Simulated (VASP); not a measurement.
# SnTe (F-43m) in VASP: further runs, part 2 of 2

VASP 6.6.1. Earlier steps stand in the parts before.

### Step 3. Single point, PBE, spin-orbit coupling, no magnetisation

Contents of INCAR:

```
ALGO = Normal ; EDIFF = 1E-7
ENCUT = 520 ; GGA = PE
GGA_COMPAT = False ; ISIF = 2
ISMEAR = 0 ; LASPH = True
LCHARG = False ; LORBIT = 11
LREAL = False ; LSORBIT = True
LWAVE = False ; MAGMOM = 0 0 0 0 0 0
NBANDS = 36 ; NELM = 100
PREC = Accurate ; SIGMA = 0.02
```

Contents of KPOINTS:

```
k-points
0
Gamma
  8 8 8
```

Contents of POSCAR:

```
SnTe
1.0
    0.0000000000      3.6111460000      3.6111460000
    3.6111460000      0.0000000000      3.6111460000
    3.6111460000      3.6111460000      0.0000000000
Te Sn
1 1
Direct
    0.2500000000      0.2500000000      0.2500000000
    0.0000000000      0.0000000000      0.0000000000
```

Potentials or basis: VASP PAW PBE potentials, release 64 (Te, Sn_d).

Started as:

```console
> cat potpaw_PBE.64/Te/POTCAR potpaw_PBE.64/Sn_d/POTCAR > POTCAR
> mpirun -np 1 vasp_ncl > vasp.out
```

OUTCAR:

```text
EDIFF = 1E-7
   ENCUT = 520
   GGA = PE
   ISIF = 2
   ISMEAR = 0
   LASPH = True
   LORBIT = 11
   LREAL = False
   LSORBIT = True
   NELM = 100
   PREC = Accurate

 Found     43 irreducible k-points:

 Following reciprocal coordinates:
            Coordinates               Weight
  0.000000  0.000000  0.000000      1.000000
  0.125000  0.000000  0.000000      4.000000
 -0.125000  0.000000  0.000000      4.000000
  0.250000  0.000000  0.000000      4.000000
 -0.250000  0.000000  0.000000      4.000000
  0.375000  0.000000  0.000000      4.000000
   k-points           NKPTS =     43   k-points in BZ     NKDIM =     43   number of bands    NBANDS=     36
   number of dos      NEDOS =    301   number of ions     NIONS =      2
   total plane-waves  NPLWV =  64000
   dimension x,y,z NGX =    40 NGY =   40 NGZ =   40
   dimension x,y,z NGXF=    80 NGYF=   80 NGZF=   80
   ions per type =               1   1
   NGX,Y,Z   is equivalent  to a cutoff of  13.02, 13.02, 13.02 a.u.
   NGXF,Y,Z  is equivalent  to a cutoff of  26.04, 26.04, 26.04 a.u.
 SYSTEM =  unknown system
   PREC   = accura    normal or accurate (medium, high low for compatibility)
   ISTART =      0    job   : 0-new  1-cont  2-samecut
   ICHARG =      2    charge: 1-file 2-atom 10-const
   ISPIN  =      1    spin polarized calculation?
   LNONCOLLINEAR =      T non collinear calculations
   LSORBIT =      T    spin-orbit coupling
   LASPH  =      T    aspherical Exc in radial PAW
   ENCUT  =  520.0 eV  38.22 Ry    6.18 a.u.   9.50  9.50  9.50*2*pi/ulx,y,z
   NELM   =    100;   NELMIN=  2; NELMDL= -5     # of ELM steps
   EDIFF  = 0.1E-06   stopping-criterion for ELM
   LREAL  =      F    real-space projection
   EDIFFG = 0.1E-05   stopping-criterion for IOM
   NSW    =      0    number of steps for IOM
   IBRION =     -1    ionic relax: 0-MD 1-quasi-New 2-CG
   NFREE  =      0    steps in history (QN), initial steepest desc. (CG)
   ISIF   =      2    stress and relaxation
   ISYM   =      2    0-nonsym 1-usesym 2-fastsym
   POTIM  = 0.5000    time-step for ionic-motion
   TEBEG  =    0.0;   TEEND  =   0.0 temperature during run
   PSTRESS=    0.0 pullay stress
   NELECT =      20.0000    total number of electrons
   NUPDOWN=      -1.0000    fix difference up-down
   EMIN   =  10.00;   EMAX   =-10.00  energy-range for DOS
   EFERMI =   0.00;   METHOD = LEGACY
   ISMEAR =     0;   SIGMA  =   0.02  broadening in eV -4-tet -1-fermi 0-gaus
   EFERMI_NEDOS =   21; number of points for ismear=-14 and -15
   IALGO  =     38    algorithm
   IMIX   =      4    mixing-type and parameters
     AMIX     =   0.40;   BMIX     =  1.00
     AMIX_MAG =   1.60;   BMIX_MAG =  1.00
  volume/ion in A,a.u.               =      47.09       317.78
  Fermi-wavevector in a.u.,A,eV,Ry     =   0.976704  1.845704 12.979296  0.953951
  Thomas-Fermi vector in A             =   2.107344
   LORBIT       =     11    0 simple, 1 ext, 2 COOP (PROOUT), +10 PAW based schemes
   GGA     = PE    functional components
   LHFCALC =     F    Hartree Fock is set to
   AEXX    =    0.0000 exact exchange contribution
   IVDW    =     0    specifies the selected vdW correction
   LEPSILON=     F    determine dielectric tensor
   LRPA    =     F    only Hartree local field effects (RPA)
 Gauss-broadening in eV      SIGMA  =   0.02
  energy-cutoff  :      520.00
  volume of cell :       94.18
 maximum number of plane-waves:      5274
 NGX is ok and might be reduce to    40
   NGX = 19   NGY = 19   NGZ = 19

 number of electron      19.9999999 magnetization       0.0000000      0.0000000     -0.0000000

 number of electron      19.9999999 magnetization      -0.0000000     -0.0000000      0.0000000

 number of electron      19.9999999 magnetization       0.0000000      0.0000000      0.0000000

 Free energy of the ion-electron system (eV)
  ---------------------------------------------------
  ext. energy  EPLUGINS =         0.00000000
  ---------------------------------------------------
  free energy    TOTEN  =        -7.22833293 eV

  energy without entropy =       -7.22832376  energy(sigma->0) =       -7.22832834

 E-fermi :   3.3264     XC(G=0):  -7.4472

 val. band max:        3.2934730502   @ k =   0.5000   0.5000   0.0000
 cond. band min:       3.3628504080   @ k =   0.3750   0.3750   0.0000
 fundamental gap:      0.0693773578
 Fermi energy:         3.3263986516

 k-point     1 :       0.0000    0.0000    0.0000
  band No.  band energies     occupation
      1     -19.2180      1.00000
      2     -19.2180      1.00000
      3     -19.2180      1.00000
      4     -19.2180      1.00000
      5     -18.1852      1.00000
      6     -18.1852      1.00000
[... 199 lines left out ...]
     31       9.4865      0.00000
     32       9.4988      0.00000

 [... further k-points ...]

 [bands above 32 left out]

------------------------ aborting loop because EDIFF is reached ----------------------------------------

  FORCE on cell =-STRESS in cart. coord.  units (eV):
  Direction    XX          YY          ZZ          XY          YZ          ZX
  --------------------------------------------------------------------------------------
  -------------------------------------------------------------------------------------
  Total       -0.0456240     -0.0456240     -0.0456240      0.0000000     -0.0000000      0.0000000
  in kB       -0.7761372     -0.7761372     -0.7761372      0.0000000     -0.0000000      0.0000000
  external PRESSURE =      -0.7761372 kB  Pullay stress =       0.0000000 kB

 VOLUME and BASIS-vectors are now :
 -----------------------------------------------------------------------------
  energy-cutoff  :      520.00
  volume of cell :       94.18
      direct lattice vectors                 reciprocal lattice vectors
     0.000000000  3.611146000  3.611146000    -0.138460201  0.138460201  0.138460201
     3.611146000  0.000000000  3.611146000     0.138460201 -0.138460201  0.138460201
     3.611146000  3.611146000  0.000000000     0.138460201  0.138460201 -0.138460201

 POSITION                                       TOTAL-FORCE (eV/Angst)
 -----------------------------------------------------------------------------------
      1.80557      1.80557      1.80557         0.000000      0.000000      0.000000
      0.00000      0.00000      0.00000        -0.000000     -0.000000     -0.000000
 -----------------------------------------------------------------------------------
    total drift:                               -0.000000     -0.000000     -0.000000

  FREE ENERGIE OF THE ION-ELECTRON SYSTEM (eV)
  ---------------------------------------------------
  free  energy   TOTEN  =        -7.2283329254 eV

  energy  without entropy=       -7.2283237555  energy(sigma->0) =       -7.22832834

 Spin-Orbit-Coupling matrix elements

 Ion:    1  E_soc:     -0.2263491
 l=   1
     0.0000000    -0.0377249    -0.0377249
    -0.0377249     0.0000000    -0.0377249
    -0.0377249    -0.0377249     0.0000000
 l=   2
     0.0000000     0.0000093     0.0000000     0.0000093    -0.0000092
     0.0000093     0.0000000    -0.0000069     0.0000093    -0.0000023
     0.0000000    -0.0000069     0.0000000    -0.0000069     0.0000000
     0.0000093     0.0000093    -0.0000069     0.0000000    -0.0000023
    -0.0000092    -0.0000023     0.0000000    -0.0000023     0.0000000
 l=   3
     0.0000000     0.0000000     0.0000000     0.0000000     0.0000000     0.0000000     0.0000000
     0.0000000     0.0000000     0.0000000     0.0000000     0.0000000     0.0000000     0.0000000
     0.0000000     0.0000000     0.0000000     0.0000000     0.0000000     0.0000000     0.0000000
     0.0000000     0.0000000     0.0000000     0.0000000     0.0000000     0.0000000     0.0000000
     0.0000000     0.0000000     0.0000000     0.0000000     0.0000000     0.0000000     0.0000000
     0.0000000     0.0000000     0.0000000     0.0000000     0.0000000     0.0000000     0.0000000
     0.0000000     0.0000000     0.0000000     0.0000000     0.0000000     0.0000000     0.0000000

 Ion:    2  E_soc:     -0.1047530
 l=   1
     0.0000000    -0.0113307    -0.0113307
    -0.0113307     0.0000000    -0.0113307
    -0.0113307    -0.0113307     0.0000000
 l=   2
     0.0000000    -0.0012420     0.0000000    -0.0012420    -0.0048862
    -0.0012420     0.0000000    -0.0036646    -0.0012420    -0.0012215
     0.0000000    -0.0036646     0.0000000    -0.0036646     0.0000000
    -0.0012420    -0.0012420    -0.0036646     0.0000000    -0.0012215
    -0.0048862    -0.0012215     0.0000000    -0.0012215     0.0000000
 l=   3
     0.0000000     0.0000000     0.0000000     0.0000000     0.0000000     0.0000000     0.0000000
     0.0000000     0.0000000     0.0000000     0.0000000     0.0000000     0.0000000     0.0000000
     0.0000000     0.0000000     0.0000000     0.0000000     0.0000000     0.0000000     0.0000000
     0.0000000     0.0000000     0.0000000     0.0000000     0.0000000     0.0000000     0.0000000
     0.0000000     0.0000000     0.0000000     0.0000000     0.0000000     0.0000000     0.0000000
     0.0000000     0.0000000     0.0000000     0.0000000     0.0000000     0.0000000     0.0000000
     0.0000000     0.0000000     0.0000000     0.0000000     0.0000000     0.0000000     0.0000000

 total charge

# of ion       s       p       d       tot
------------------------------------------
    1        1.392   1.952   0.016   3.360
    2        1.398   0.701   9.957  12.055
--------------------------------------------------
tot          2.790   2.653   9.973  15.416

 magnetization (x)

# of ion       s       p       d       tot
------------------------------------------
    1       -0.000  -0.000   0.000  -0.000
    2        0.000  -0.000   0.000  -0.000
--------------------------------------------------
tot         -0.000  -0.000   0.000  -0.000

 magnetization (y)

# of ion       s       p       d       tot
------------------------------------------
    1        0.000   0.000   0.000   0.000
    2        0.000  -0.000  -0.000  -0.000
--------------------------------------------------
tot          0.000  -0.000  -0.000  -0.000

 magnetization (z)

# of ion       s       p       d       tot
------------------------------------------
    1       -0.000  -0.000   0.000  -0.000
    2       -0.000   0.000   0.000   0.000
--------------------------------------------------
tot         -0.000   0.000   0.000  -0.000
```

OSZICAR:

```text
N       E                     dE             d eps       ncg     rms          rms(c)
DAV:   1     0.163724513967E+03    0.16372E+03   -0.86513E+03  3160   0.114E+03
DAV:   2     0.168987014638E+02   -0.14683E+03   -0.13963E+03  3136   0.329E+02
DAV:   3    -0.615222012859E+01   -0.23051E+02   -0.22545E+02  3716   0.122E+02
DAV:   4    -0.732525134498E+01   -0.11730E+01   -0.11692E+01  3660   0.291E+01
DAV:   5    -0.737142701910E+01   -0.46176E-01   -0.46173E-01  4336   0.561E+00    0.486E+00
DAV:   6    -0.722699189874E+01    0.14444E+00   -0.26952E-01  3720   0.268E+00    0.322E+00
DAV:   7    -0.722561329600E+01    0.13786E-02   -0.72732E-02  3468   0.104E+00    0.175E+00
DAV:   8    -0.722655216624E+01   -0.93887E-03   -0.28382E-03  3416   0.400E-01    0.715E-01
DAV:   9    -0.722754315447E+01   -0.99099E-03   -0.15118E-03  3796   0.270E-01    0.161E-01
DAV:  10    -0.722804415336E+01   -0.50100E-03   -0.35113E-04  3296   0.125E-01    0.494E-02
DAV:  11    -0.722828423420E+01   -0.24008E-03   -0.18373E-04  3464   0.619E-02    0.249E-02
DAV:  12    -0.722832806290E+01   -0.43829E-04   -0.46065E-05  3636   0.307E-02    0.198E-02
DAV:  13    -0.722833123015E+01   -0.31672E-05   -0.30256E-06  3440   0.143E-02    0.853E-03
DAV:  14    -0.722833265485E+01   -0.14247E-05   -0.18155E-06  2936   0.594E-03    0.162E-03
DAV:  15    -0.722833285033E+01   -0.19547E-06   -0.30993E-07  3116   0.491E-03    0.213E-03
DAV:  16    -0.722833292539E+01   -0.75065E-07   -0.28082E-08  2616   0.147E-03
   1 F= -.72283329E+01 E0= -.72283283E+01  d E =-.916993E-05  mag=    -0.0000    -0.0000    -0.0000
```

stdout:

```text
POSCAR found type information on POSCAR TeSn
 POSCAR found :  2 types and       2 ions
 scaLAPACK will be used
 LDA part: xc-table for (Slater+PW92), standard interpolation
 POSCAR, INCAR and KPOINTS ok, starting setup
 FFT: planning ... GRIDC
 FFT: planning ... GRID_SOFT
 FFT: planning ... GRID
 WAVECAR not read
 entering main loop
```

Wall time 12 min (1 thread of Intel Xeon Platinum 8488C (Sapphire Rapids), shared host); peak memory 0.61 GiB.

The run converged, but some of its settings lie outside the range that counts as converged, so its numbers aren't taken as properties of the crystal.

What came out:

- Free energy: -7.2283 eV
- Pressure: -0.1 GPa
- Valence electrons inside the program's atomic spheres: Te 3.36; Sn 12.05

### Step 4. Single point, PBE, spin-orbit coupling, no magnetisation

Changes to INCAR since step 3:

```diff
@@ -1,3 +1,3 @@
 ALGO = Normal ; EDIFF = 1E-7
-ENCUT = 520 ; GGA = PE
+ENCUT = 750 ; GGA = PE
 GGA_COMPAT = False ; ISIF = 2
```

Contents of KPOINTS:

```
k-points
0
Gamma
  7 7 7
```

POSCAR is that of step 3.

Potentials or basis: VASP PAW PBE potentials, release 64 (Te, Sn_d).

Started as:

```console
> cat potpaw_PBE.64/Te/POTCAR potpaw_PBE.64/Sn_d/POTCAR > POTCAR
> mpirun -np 1 vasp_ncl > vasp.out
```

OUTCAR:

```text
EDIFF = 1E-7
   ENCUT = 750
   GGA = PE
   ISIF = 2
   ISMEAR = 0
   LASPH = True
   LORBIT = 11
   LREAL = False
   LSORBIT = True
   NELM = 100
   PREC = Accurate

 Found     30 irreducible k-points:

 Following reciprocal coordinates:
            Coordinates               Weight
  0.000000  0.000000  0.000000      1.000000
  0.142857  0.000000  0.000000      4.000000
 -0.142857  0.000000  0.000000      4.000000
  0.285714  0.000000  0.000000      4.000000
 -0.285714  0.000000  0.000000      4.000000
  0.428571  0.000000  0.000000      4.000000
   k-points           NKPTS =     30   k-points in BZ     NKDIM =     30   number of bands    NBANDS=     36
   number of dos      NEDOS =    301   number of ions     NIONS =      2
[... 359 lines left out ...]
     0.0000000     0.0000000     0.0000000     0.0000000     0.0000000     0.0000000     0.0000000
     0.0000000     0.0000000     0.0000000     0.0000000     0.0000000     0.0000000     0.0000000
     0.0000000     0.0000000     0.0000000     0.0000000     0.0000000     0.0000000     0.0000000
     0.0000000     0.0000000     0.0000000     0.0000000     0.0000000     0.0000000     0.0000000
     0.0000000     0.0000000     0.0000000     0.0000000     0.0000000     0.0000000     0.0000000
     0.0000000     0.0000000     0.0000000     0.0000000     0.0000000     0.0000000     0.0000000

 total charge

# of ion       s       p       d       tot
------------------------------------------
    1        1.391   1.955   0.016   3.361
    2        1.400   0.699   9.957  12.056
--------------------------------------------------
tot          2.791   2.654   9.973  15.417

 magnetization (x)

# of ion       s       p       d       tot
------------------------------------------
    1       -0.000   0.000  -0.000   0.000
    2        0.000   0.000  -0.000  -0.000
--------------------------------------------------
tot         -0.000   0.000  -0.000   0.000

 magnetization (y)

# of ion       s       p       d       tot
------------------------------------------
    1        0.000   0.000  -0.000   0.000
    2        0.000   0.000   0.000   0.000
--------------------------------------------------
tot          0.000   0.000   0.000   0.000

 magnetization (z)

# of ion       s       p       d       tot
------------------------------------------
    1        0.000  -0.000  -0.000  -0.000
    2        0.000   0.000   0.000   0.000
--------------------------------------------------
tot          0.000   0.000  -0.000   0.000
```

Wall time 9.7 min (1 thread of Intel Xeon Platinum 8488C (Sapphire Rapids), shared host); peak memory 0.88 GiB.

The run converged, but some of its settings lie outside the range that counts as converged, so its numbers aren't taken as properties of the crystal.

Results:

```yaml
Free_energy: -7.2267 eV
Pressure: 0.0 GPa
Valence_electrons_inside_the_program's_atomic_spheres: Te 3.36; Sn 12.06
```
